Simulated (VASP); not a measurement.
MgF₂ (strained measured structure), PBE single-point calculation: Ansatz's output and VASP's

```
Mg F
1.0
     4.84110    0.00000    0.00000
     0.00000    4.84110    0.00000
     0.00000    0.00000    3.04611
Mg F
2 4
Direct
  0.00000 0.00000 0.00000
  0.50000 0.50000 0.50000
  0.30570 0.30570 0.00000
  0.19430 0.80570 0.50000
  0.69430 0.69430 0.00000
  0.80570 0.19430 0.50000
```

Ansatz printed

```
SCF 1 converged in 6 iterations: F = -7091.048299 eV  dr2 = 1.07e-8
  greatest PAW one-centre occupation: 1.000 electrons in one spin orbital (limit 2), on the Mg atom at site 1 (counted from 0), in its partial waves of l = 0
NSCF: frozen V_eff on 7 k-points
SCF converged after 6 iterations
Free energy (F): -7091.048299 eV
Harris-Foulkes:  -7091.048298 eV  (|F-HF|=1.80e-8)
Internal energy: -7091.048299 eV  (E = F + TS)
E sigma→0 (E₀):  -7091.048299 eV
Fermi energy:    4.879386 eV
--- Per-component energies (eV) ---
  E_band       = -860.715723
  E_kinetic    = 983.265123
  E_local      = -5498.917657  (includes V_loc(G=0)·N_el)
  E_nonlocal   = 483.367286
  E_hartree    = 1990.085383
  E_xc         = -379.685278
  E_vxc        = -487.054381  (∫ρ·V_xc dr)
  E_paw        = -1387.919519  (= ΣΔE_a)
  E_vpaw       = -321.559162  (= ΣTr[D̂ρ^β])
  E_aug_tail   = 0.008404  (compensation charges beyond the density's cutoff)
  E_ewald      = -3281.252041
  E_smearing   = -0.000000  (= −TS)
  E_closure    = 0.000000  (closes the sum)
  Σ components = -7091.048299   (vs F -7091.048299, Δ=0.00e0)
--- Forces (eV/Å), atoms counted from 1 ---
  atom   1  Mg     0.00000000    -0.00000000     0.00000000
  atom   2  Mg    -0.00000000     0.00000000     0.00000000
  atom   3  F     -0.03219560    -0.03219560     0.00000000
  atom   4  F      0.03219560    -0.03219560     0.00000000
  atom   5  F      0.03219560     0.03219560     0.00000000
  atom   6  F     -0.03219560     0.03219560     0.00000000
  max |Σ_I F_I| component: 1.39e-17 eV/Å
--- Stress (GPa, compression-positive) ---
       -4.420682       0.000000       0.000000
        0.000000      -4.420682       0.000000
        0.000000       0.000000      -0.137748
  P = ⅓ Tr σ = -2.9930 GPa (-29.930 kbar)
--- Band table (eV; the first three rows and the last of 50) ---
  k-point 0: bands = ["-69.6129", "-69.6125", "-36.3790", "-36.3790", "-36.3688", "-36.3688", "-36.3578", "-36.3560", "-18.8660", "-18.2149", "-18.2149", "-18.1737", "-2.1934", "-0.5738", "-0.3790", "-0.3790", "-0.1690", "0.0057", "0.5207", "0.5207", "0.8950", "1.2423", "1.2423", "1.5665", "8.1859", "13.3776", "13.3776", "14.9593", "15.2879"]
  k-point 1: bands = ["-69.6126", "-69.6122", "-36.3777", "-36.3777", "-36.3684", "-36.3684", "-36.3638", "-36.3621", "-18.8152", "-18.2048", "-18.2048", "-18.1727", "-2.0973", "-0.4761", "-0.3289", "-0.3289", "-0.2114", "-0.1595", "0.3727", "0.3727", "0.6062", "1.2006", "1.2006", "1.5102", "8.6459", "13.7196", "13.7196", "15.1459", "15.3343"]
  k-point 2: bands = ["-69.6118", "-69.6114", "-36.3781", "-36.3769", "-36.3746", "-36.3746", "-36.3673", "-36.3673", "-18.6794", "-18.1823", "-18.1802", "-18.1802", "-1.8366", "-0.5151", "-0.3790", "-0.2381", "-0.2381", "-0.2015", "0.0085", "0.0861", "0.0861", "1.0802", "1.0802", "1.3355", "9.8014", "14.5822", "14.5822", "15.3303", "15.4984"]
  k-point 49: bands = ["-69.6105", "-69.6105", "-36.3980", "-36.3980", "-36.3704", "-36.3704", "-36.3656", "-36.3656", "-18.3092", "-18.3092", "-18.1717", "-18.1717", "-1.8250", "-1.8250", "-1.1003", "-1.1003", "0.1264", "0.1264", "0.2497", "0.2497", "1.0313", "1.0313", "1.0801", "1.0801", "13.9781", "13.9781", "14.4705", "14.4705", "15.7123"]
```

Each program uses its own PAW datasets. VASP's cell holds 32 valence electrons and Ansatz's 48. Ansatz's stress includes a Pulay correction; VASP's doesn't.

**Question.** What does VASP give for the same cell and level of theory?

**Answer.** gap between bands v and c 6.58 eV; least direct gap 6.58 eV; pressure -3.8 GPa; largest force 0.04 eV/Å.

From OUTCAR

```
k-points           NKPTS =     50   k-points in BZ     NKDIM =     50   number of bands    NBANDS=     25

   NELECT =      32.0000    total number of electrons

   dimension x,y,z NGX =    36 NGY =   36 NGZ =   24
   dimension x,y,z NGXF=    72 NGYF=   72 NGZF=   48

  energy-cutoff  :      520.00
  volume of cell :       71.39
      direct lattice vectors                 reciprocal lattice vectors
     4.841099832  0.000000000  0.000000000     0.206564631  0.000000000  0.000000000
     0.000000000  4.841099832  0.000000000     0.000000000  0.206564631  0.000000000
     0.000000000  0.000000000  3.046111546     0.000000000  0.000000000  0.328287387

 k-points in reciprocal lattice and weights: KPOINTS created by Atomic Simulation Env
   0.00000000  0.00000000  0.00000000       0.003
   0.16666667  0.00000000  0.00000000       0.014
   0.33333333  0.00000000  0.00000000       0.014
   0.50000000  0.00000000  0.00000000       0.007
   0.16666667  0.16666667  0.00000000       0.014
   0.33333333  0.16666667  0.00000000       0.028
   0.50000000  0.16666667  0.00000000       0.014
   0.33333333  0.33333333  0.00000000       0.014
   ...

 E-fermi :  -1.3013

 k-point     1 :       0.0000    0.0000    0.0000
  band No.  band energies     occupation
      1     -22.2133      2.00000
      2     -21.5806      2.00000
      3     -21.5806      2.00000
      4     -21.5181      2.00000
      5      -5.5464      2.00000
      6      -3.9144      2.00000
      7      -3.7313      2.00000
      8      -3.7313      2.00000
      9      -3.5145      2.00000
     10      -3.3441      2.00000
     11      -2.8224      2.00000
     12      -2.8224      2.00000
     13      -2.4481      2.00000
     14      -2.0958      2.00000
     15      -2.0958      2.00000
     16      -1.7702      2.00000
     17       4.8082      0.00000
     18      10.0002      0.00000
     19      10.0002      0.00000
     20      11.5732      0.00000
     21      11.9459      0.00000
     22      13.0460      0.00000
     23      13.3894      0.00000
     24      15.3498      0.00000
     25      15.3498      0.00000

 k-point     2 :       0.1667    0.0000    0.0000
  band No.  band energies     occupation
      1     -22.1787      2.00000
      2     -21.6541      2.00000
      3     -21.5706      2.00000
      4     -21.4930      2.00000
      5      -5.4561      2.00000
      6      -4.0502      2.00000
      7      -3.9183      2.00000
      8      -3.5603      2.00000
      9      -3.3114      2.00000
     10      -3.2641      2.00000
     11      -2.8601      2.00000
     12      -2.7976      2.00000
     13      -2.4731      2.00000
     14      -2.3074      2.00000
     15      -2.1121      2.00000
     16      -1.8315      2.00000
     17       5.1296      0.00000
     18       9.3912      0.00000
     19      10.1674      0.00000
     20      11.6821      0.00000
     21      12.3604      0.00000
     22      13.1683      0.00000
     23      13.2191      0.00000
     24      15.1676      0.00000
     25      15.5427      0.00000

 k-point     3 :       0.3333    0.0000    0.0000
  band No.  band energies     occupation
      1     -22.0821      2.00000
      2     -21.7891      2.00000
      3     -21.5442      2.00000
      4     -21.4892      2.00000
      5      -5.2121      2.00000
      6      -4.4711      2.00000
      7      -3.7526      2.00000
      8      -3.2593      2.00000
      9      -3.2207      2.00000
     10      -3.0621      2.00000
     11      -2.9607      2.00000
     12      -2.7953      2.00000
     13      -2.7294      2.00000
     14      -2.5418      2.00000
     15      -2.1447      2.00000
     16      -1.9890      2.00000
     17       5.9650      0.00000
     18       8.2775      0.00000
     19      10.6318      0.00000
     20      11.6180      0.00000
     21      12.8151      0.00000
     22      12.9455      0.00000
     23      13.7549      0.00000
     24      15.1395      0.00000
     25      15.5235      0.00000

 k-point     4 :       0.5000    0.0000    0.0000
  band No.  band energies     occupation
      1     -21.9425      2.00000
      2     -21.9425      2.00000
      3     -21.5115      2.00000
      4     -21.5115      2.00000
      5      -4.8698      2.00000
      6      -4.8698      2.00000
      7      -3.3635      2.00000
      8      -3.3635      2.00000
      9      -3.0931      2.00000
     10      -3.0931      2.00000
     11      -3.0266      2.00000
     12      -3.0266      2.00000
     13      -2.6357      2.00000
     14      -2.6357      2.00000
     15      -2.1268      2.00000
     16      -2.1268      2.00000
     17       7.0787      0.00000
     18       7.0787      0.00000
     19      11.2295      0.00000
     20      11.2295      0.00000
     21      12.8064      0.00000
     22      12.8064      0.00000
     23      14.7822      0.00000
     24      14.7822      0.00000
     25      15.9073      0.00000

 ...

  Total       -2.3073817     -2.3073817     -0.4036904      0.0000000      0.0000000      0.0000000
  in kB      -51.7840665    -51.7840665     -9.0599358      0.0000000      0.0000000      0.0000000
  external PRESSURE =     -37.5426896 kB  Pullay stress =       0.0000000 kB

 POSITION                                       TOTAL-FORCE (eV/Angst)
 -----------------------------------------------------------------------------------
      0.00000      0.00000      0.00000        -0.000000      0.000000      0.000000
      2.42055      2.42055      1.52306        -0.000000      0.000000      0.000000
      1.47993      1.47993      0.00000        -0.030276     -0.030276      0.000000
      0.94062      3.90048      1.52306         0.030276     -0.030276      0.000000
      3.36117      3.36117      0.00000         0.030276      0.030276      0.000000
      3.90048      0.94062      1.52306        -0.030276      0.030276      0.000000
 -----------------------------------------------------------------------------------
    total drift:                                0.000000     -0.000000      0.000000

  FREE ENERGIE OF THE ION-ELECTRON SYSTEM (eV)
  ---------------------------------------------------
  free  energy   TOTEN  =       -31.4731188817 eV

  energy  without entropy=      -31.4731188817  energy(sigma->0) =      -31.47311888
```
